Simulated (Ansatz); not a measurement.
## CsBr in Ansatz: the effect of functional

Crystal: CsBr.

```xyz
2
Lattice="4.3543 0.0000 0.0000 0.0000 4.3543 0.0000 0.0000 0.0000 4.3543" Properties=species:S:1:pos:R:3 pbc="T T T"
Cs    0.0000    0.0000    0.0000
Br    2.1771    2.1771    2.1771
```

The cell comes from a database or a generator and needn't be the stable form of this composition.

The cell isn't the ideal one: volume scaled by 1.02.

Alike in all runs:

* Program: Ansatz 0.2.0
* Task: single point
* Potentials or basis: Ansatz PAW
* k mesh: 6 × 6 × 6
* Occupations: fermi-dirac, width 0.05 eV
* Spin: no spin polarisation

```tsv
functional	cutoff	gap on the mesh (eV)	pressure (GPa)
r2SCAN	500 eV (not typed: the program's choice for these potentials)	5.10	-0.3
LDA	420 eV (not typed: the program's choice for these potentials)	?	?
PBEsol	420 eV (not typed: the program's choice for these potentials)	4.16	-1.0
```

Task: What does the run with functional LDA give?

Result: gap on the mesh 3.95 eV; pressure -2.2 GPa.

Caveats: spin-orbit coupling is left out, which moves the levels of the heavy elements; the PAW data sets come from PBE, with cores solved anew for the run's functional, which leaves a small shift of forces and pressure.

A k mesh can miss the band edges.
